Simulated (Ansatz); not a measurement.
# TiTe2 (P-3m1) in Ansatz: further runs

The runs below take TiTe2 through single point, with PBE.

All numbers are computed with Ansatz 0.2.0; they aren't measurements. Logs are shortened: lines on timing, memory, paths and dates and some standing lists are left out, and cuts for length are marked.

### Step 1. The structure

It takes space group P-3m1 (No. 164, trigonal). Conventional cell: a = 3.777 Å, b = 3.777 Å, c = 6.498 Å, α = 90.00°, β = 90.00°, γ = 120.00°. Around Te (site symmetry 3m) lie 3 Ti at 2.77 Å. Ti (site symmetry -3m) is surrounded by 6 Te at 2.77 Å.

### Step 2. Single point, PBE

File input.yaml:

```yaml
crystal:
  lattice:
    - [3.777, 0.0, 0.0]
    - [-1.8885, 3.2709779501, 0.0]
    - [0.0, 0.0, 6.498]
  atoms:
    - { symbol: Te, position: [0.3333333333, 0.6666666667, 0.7372] }
    - { symbol: Te, position: [0.6666666667, 0.3333333333, 0.2628] }
    - { symbol: Ti, position: [0.0, 0.0, 0.0] }
hamiltonian:
  xc: pbe
  pseudopotentials: { kind: paw }
kpoints:
  mp_grid: { grid: [8, 8, 4] }
scf:
  occupations: { method: gaussian, width: 0.021 }
output:
  forces: true
  stress: true
  eigenvalues: true
```

Potentials or basis: Ansatz PAW.

On the command line:

```bash
$ ansatz run input.yaml --threads 2 --pin off --max-ram 5632MiB --backend cpu --events-out ev --progress --plain --runs-dir out
```

Standard output:

```text
Warning: RAYON_NUM_THREADS=2 ignored (pool sized by the plan → 2); use --threads N
Engine: ansatz 0.2.0, x86_64-unknown-linux-gnu
Pseudopotentials: kind: paw
Pseudopotential: Te, paw, valence charge 16, recommended cutoff 420 eV (normal), Te.paw.azcp
Pseudopotential: Ti, paw, valence charge 12, recommended cutoff 420 eV (normal), Ti.paw.azcp
Functional definition: PBE
  parameter kappa = 0.804
  parameter beta = 0.06672455060314922
  exchange = pbe_x(kappa = kappa, mu = beta*pi^2/3)
  correlation = pbe_c(beta = beta)
Crystal: 3 atoms, lattice volume = 80.279 Å³
Basis set: ecut = 420 eV, 1581 PW (Γ), exchange–correlation on 54×54×90 points (8 copies of the dense FFT grid, shifted against one another)
Bands: 27, of which v1, the nominal top of the filled ones, is band 22 counted from 1 (21 counted from 0)
Symmetry: 12 space group operations
Space group: P-3m1 (ITA 164), of the structure as read, at distance tolerance 4.3e-5 Å
k-points: 35 of 256
Non-local potential: Te, projectors of the file, l = 0: 2, l = 1: 2, l = 2: 2, l = 3: 2
Non-local potential: Ti, projectors of the file, l = 0: 3, l = 1: 2, l = 2: 3, l = 3: 1
PAW form: soft (Blöchl's): semilocal exchange-correlation on the pseudo side does not see the compensation charge
PAW one-centre angular grid: Te, 590 points (default); XC on 64 Gauss nodes
PAW one-centre angular grid: Ti, 590 points (default); XC on 64 Gauss nodes
Initial density: superposition of atomic densities (neutral atoms: chi_scale 0, normalization atom), corrected by the library's trained network
Initial wavefunctions: pseudopotential atomic-orbital guess
Functional: x = pbe(κ = 0.804, μ = 0.2195149727645171), c = pbe(β = 0.06672455060314922)
SCF iter   1: F=—  HF=-16461.678548 eV  |F-HF|=—  |Δ(HF+E_count)|=         —  Δρ=3.31e-3  dr2=1.58e-2  ethr=1.77e-3  ⟨swp⟩=6.2  Hψ=4305  notcnv=0
preconditioner: auto → LDOS  [metal: Δε(μ)=0.008 eV  Ē_g=6.309 eV  σ=0.021 eV  W_gap=0.21  n_scr=22 (ndim 8)  ℏωp=16.6 eV  f_vac=0.014  D(μ)=3.08/eV (n_scr^D=22)  β→1.0]
SCF iter   2: F=—  HF=-16461.677023 eV  |F-HF|=—  |Δ(HF+E_count)|=   1.53e-3  Δρ=1.35e-3  dr2=1.33e-3  ethr=3.58e-5  ⟨swp⟩=2.8  Hψ=2016  notcnv=0  defer=34
SCF iter   3: F=—  HF=-16461.676753 eV  |F-HF|=—  |Δ(HF+E_count)|=   2.70e-4  Δρ=4.92e-4  dr2=2.68e-4  ethr=3.03e-6  ⟨swp⟩=2.0  Hψ=1787  notcnv=0  defer=34
SCF iter   4: F=—  HF=-16461.676707 eV  |F-HF|=—  |Δ(HF+E_count)|=   4.57e-5  Δρ=1.90e-4  dr2=7.24e-5  ethr=6.09e-7  ⟨swp⟩=2.0  Hψ=1642  notcnv=0  defer=34
SCF iter   5: F=—  HF=-16461.676689 eV  |F-HF|=—  |Δ(HF+E_count)|=   1.86e-5  Δρ=5.45e-5  dr2=1.58e-6  ethr=1.64e-7  ⟨swp⟩=2.4  Hψ=1360  notcnv=0  defer=34
SCF iter   6: F=-16461.676689 eV  HF=-16461.676689 eV  |F-HF|=1.67e-8  |Δ(HF+E_count)|=   3.91e-7  Δρ=9.79e-6  dr2=6.84e-8  ethr=2.27e-10  ⟨swp⟩=6.7  Hψ=4530  notcnv=0
SCF 1 converged in 6 iterations: F = -16461.676689 eV  dr2 = 6.84e-8
SCF converged after 6 iterations
Free energy (F): -16461.676689 eV
Harris-Foulkes:  -16461.676689 eV  (|F-HF|=1.67e-8)
Internal energy: -16461.676084 eV  (E = F + TS)
E sigma→0 (E₀):  -16461.676386 eV
Entropy (-TS):   -0.000605 eV (-0.202 meV/atom)
Fermi energy:    10.235414 eV
--- Per-component energies (eV) ---
  E_band       = -668.440051
  E_kinetic    = 633.163111
  E_local      = -3434.088096  (includes V_loc(G=0)·N_el)
  E_nonlocal   = -611.970090
  E_hartree    = 2003.297442
  E_xc         = -346.537601
  E_vxc        = -330.938482  (∫ρ·V_xc dr)
  E_paw        = -10372.598936  (= ΣΔE_a)
  E_vpaw       = -931.215765  (= ΣTr[D̂ρ^β])
  E_aug_tail   = -0.000223  (compensation charges beyond the density's cutoff)
  E_ewald      = -4332.941691
  E_smearing   = -0.000605  (= −TS)
  E_closure    = 0.000000  (closes the sum)
  Σ components = -16461.676689   (vs F -16461.676689, Δ=0.00e0)
--- Forces (eV/Å), atoms counted from 1 ---
  atom   1  Te    -0.00000000    -0.00000000    -0.00989202
  atom   2  Te     0.00000000     0.00000000     0.00989202
  atom   3  Ti     0.00000000     0.00000000     0.00000000
  max |Σ_I F_I| component: 3.94e-31 eV/Å
--- Stress (GPa, compression-positive) ---
        0.707824      -0.000000      -0.000000
        0.000000       0.707824      -0.000000
       -0.000000      -0.000000       1.260415
  P = ⅓ Tr σ = 0.8920 GPa (8.920 kbar)
--- Band table (eV; the first three rows and the last of 35) ---
  k-point 0: bands = ["-47.1955", "-26.2411", "-26.2411", "-26.2370", "-26.2370", "-26.2186", "-26.2186", "-26.2169", "-26.2169", "-26.2101", "-26.2081", "-23.4444", "-23.4444", "-23.4212", "-2.1357", "-0.6315", "5.0476", "8.5924", "8.5924", "10.6185", "10.6664", "10.6664", "10.8408", "11.3388", "11.3388", "13.3266", "13.3266"]
  k-point 1: bands = ["-47.1955", "-26.2423", "-26.2423", "-26.2361", "-26.2361", "-26.2182", "-26.2182", "-26.2170", "-26.2170", "-26.2098", "-26.2083", "-23.4444", "-23.4444", "-23.4212", "-1.9747", "-0.9256", "5.6868", "8.6272", "8.6272", "9.2524", "10.6607", "10.6607", "11.1719", "11.1719", "11.2156", "13.5473", "13.5473"]
  k-point 2: bands = ["-47.1955", "-26.2431", "-26.2431", "-26.2355", "-26.2355", "-26.2176", "-26.2176", "-26.2173", "-26.2173", "-26.2091", "-26.2090", "-23.4444", "-23.4444", "-23.4212", "-1.6216", "-1.3989", "6.9708", "7.6302", "8.6642", "8.6642", "10.6559", "10.6559", "11.0220", "11.0220", "11.2888", "13.7569", "13.7569"]
  k-point 34: bands = ["-47.1926", "-26.2425", "-26.2355", "-26.2340", "-26.2316", "-26.2206", "-26.2201", "-26.2181", "-26.2167", "-26.2034", "-26.2032", "-23.4824", "-23.4688", "-23.4002", "-0.1680", "-0.0722", "5.8928", "6.1065", "7.0470", "7.2810", "8.4638", "8.7156", "10.9717", "11.3700", "11.4393", "12.8943", "13.5510"]
```

It took 1.6 s on 2 threads of Intel Xeon 6975P-C (Granite Rapids), shared host; peak memory 0.42 GiB.

What came out:

| Item | Value |
| --- | --- |
| Free energy | -16461.6767 eV |
| Pressure | 0.9 GPa |
| Largest force | 0.010 eV/Å |
| Band gap on the k mesh | none (metal or under the smearing width) |

Forces on the atoms (eV/Å):
```
Te   0.000  0.000 -0.010
Te   0.000  0.000  0.010
Ti   0.000  0.000  0.000
```

Caveat: this functional lacks dispersion, which binds the layers, so the pressure and a relaxed spacing across them are unreliable. Spin-orbit coupling is left out, which matters for the levels of Te.

### Step 3. Single point, PBE

Changes to input.yaml since step 2:

```diff
@@ -15,3 +15,3 @@
 scf:
-  occupations: { method: gaussian, width: 0.021 }
+  occupations: { method: gaussian, width: 0.022 }
 output:
```

Potentials or basis: Ansatz PAW.

On the command line:

```bash
$ ansatz run input.yaml --threads 2 --pin off --max-ram 5632MiB --backend cpu --events-out ev --progress --plain --runs-dir out
```

Wall time 1.7 s (2 threads of Intel Xeon 6975P-C (Granite Rapids), shared host); peak memory 0.43 GiB.

Results (log left out):

```yaml
Free_energy: -16461.6767 eV
Pressure: 0.9 GPa
Largest_force: 0.010 eV/Å
Band_gap_on_the_k_mesh: none (metal or under the smearing width)
```

Forces on the atoms (eV/Å):
```
Te   0.000  0.000 -0.010
Te   0.000  0.000  0.010
Ti   0.000  0.000  0.000
```

Stress tensor (GPa, compression positive):
```
0.71 0.00 0.00
0.00 0.71 0.00
0.00 0.00 1.26
```

Levels at points of the mesh, in eV from the Fermi level:
| k point | band 18 | band 19 | band 20 | band 21 | band 22 | band 23 | band 24 | band 25 | band 26 | band 27 |
| --- | --- | --- | --- | --- | --- | --- | --- | --- | --- | --- |
| (0.00, 0.00, 0.00) | -1.64 | -1.64 | 0.38 | 0.43 | 0.43 | 0.61 | 1.10 | 1.10 | 3.09 | 3.09 |
| (0.00, 0.00, -0.50) | -2.61 | -1.57 | -1.57 | 0.42 | 0.42 | 0.79 | 0.79 | 1.05 | 3.52 | 3.52 |
| (0.00, -0.50, 0.00) | -3.65 | -2.68 | -2.36 | -1.72 | -1.10 | 0.05 | 1.18 | 1.51 | 2.45 | 3.38 |
| (0.00, -0.50, -0.50) | -4.50 | -2.37 | -1.99 | -0.95 | -0.57 | -0.23 | 1.18 | 1.49 | 2.64 | 3.52 |

Caveat: this functional lacks dispersion, which binds the layers, so the pressure and a relaxed spacing across them are unreliable.

### Step 4. Single point, PBE

Changes to input.yaml since step 3:

```diff
@@ -15,3 +15,3 @@
 scf:
-  occupations: { method: gaussian, width: 0.022 }
+  occupations: { method: gaussian, width: 0.023 }
 output:
```

On the command line:

```bash
$ ansatz run input.yaml --threads 2 --pin off --max-ram 5632MiB --backend cpu --events-out ev --progress --plain --runs-dir out
```

It took 2.2 s on 2 threads of Intel Xeon 6975P-C (Granite Rapids), shared host; peak memory 0.43 GiB.

Results (log left out):

```yaml
Free_energy: -16461.6767 eV
Pressure: 0.9 GPa
Largest_force: 0.009 eV/Å
Band_gap_on_the_k_mesh: none (metal or under the smearing width)
```

Forces on the atoms (eV/Å):
```
Te   0.000  0.000 -0.009
Te   0.000  0.000  0.009
Ti   0.000  0.000  0.000
```

Stress tensor (GPa, compression positive):
```
0.71 0.00 0.00
0.00 0.71 0.00
0.00 0.00 1.26
```

Levels at points of the mesh, in eV from the Fermi level:
```tsv
k point	band 18	band 19	band 20	band 21	band 22	band 23	band 24	band 25	band 26	band 27
(0.00, 0.00, 0.00)	-1.64	-1.64	0.38	0.43	0.43	0.60	1.10	1.10	3.09	3.09
(0.00, 0.00, -0.50)	-2.61	-1.57	-1.57	0.42	0.42	0.79	0.79	1.05	3.52	3.52
(0.00, -0.50, 0.00)	-3.65	-2.68	-2.36	-1.72	-1.10	0.05	1.18	1.51	2.45	3.38
(0.00, -0.50, -0.50)	-4.51	-2.37	-1.99	-0.95	-0.57	-0.23	1.18	1.49	2.64	3.52
```

Caveat: this functional lacks dispersion, which binds the layers, so the pressure and a relaxed spacing across them are unreliable. Spin-orbit coupling is left out, which matters for the levels of Te.

### Step 5. Single point, PBE

Changes to input.yaml since step 4:

```diff
@@ -15,3 +15,3 @@
 scf:
-  occupations: { method: gaussian, width: 0.023 }
+  occupations: { method: gaussian, width: 0.024 }
 output:
```

On the command line:

```bash
$ ansatz run input.yaml --threads 2 --pin off --max-ram 5632MiB --backend cpu --events-out ev --progress --plain --runs-dir out
```

Run time: 2 s. Hardware: 2 threads of Intel Xeon 6975P-C (Granite Rapids), shared host; peak memory 0.43 GiB.

It converged, with:

| Item | Value |
| --- | --- |
| Free energy | -16461.6768 eV |
| Pressure | 0.9 GPa |
| Largest force | 0.009 eV/Å |
| Band gap on the k mesh | none (metal or under the smearing width) |

Forces in eV/Å, atoms in the order of the input:
```
Te   0.000  0.000 -0.009
Te   0.000  0.000  0.009
Ti   0.000  0.000  0.000
```

Stress tensor (GPa, compression positive):
```
0.71 0.00 0.00
0.00 0.71 0.00
0.00 0.00 1.25
```

Levels at points of the mesh, in eV from the Fermi level:
```tsv
k point	band 18	band 19	band 20	band 21	band 22	band 23	band 24	band 25	band 26	band 27
(0.00, 0.00, 0.00)	-1.64	-1.64	0.38	0.43	0.43	0.60	1.10	1.10	3.09	3.09
(0.00, 0.00, -0.50)	-2.61	-1.57	-1.57	0.42	0.42	0.79	0.79	1.05	3.52	3.52
(0.00, -0.50, 0.00)	-3.65	-2.68	-2.36	-1.72	-1.10	0.05	1.18	1.51	2.45	3.38
(0.00, -0.50, -0.50)	-4.51	-2.38	-1.99	-0.95	-0.57	-0.24	1.18	1.49	2.64	3.52
```

Caveat: this functional lacks dispersion, which binds the layers, so the pressure and a relaxed spacing across them are unreliable.

### Step 6. Summary

| smearing | gap on the mesh (eV) | pressure (GPa) | largest force (eV/Å) |
| --- | --- | --- | --- |
| gaussian 0.021 eV | none | 0.9 | 0.01 |
| gaussian 0.022 eV | none | 0.9 | 0.01 |
| gaussian 0.023 eV | none | 0.9 | 0.01 |
| gaussian 0.024 eV | none | 0.9 | 0.01 |

Alike in all rows: task single point; level PBE; potentials or basis Ansatz PAW; no spin polarisation; cell as given; k mesh 8 × 8 × 4; cutoff (eV) 420.

Every run on the cell as given and a fine mesh finds a metal.

Caveats: this functional lacks dispersion, which binds the layers, so the pressure and a relaxed spacing across them are unreliable.

Total energies depend on the potentials used, so only differences within one code and one set of settings carry meaning.
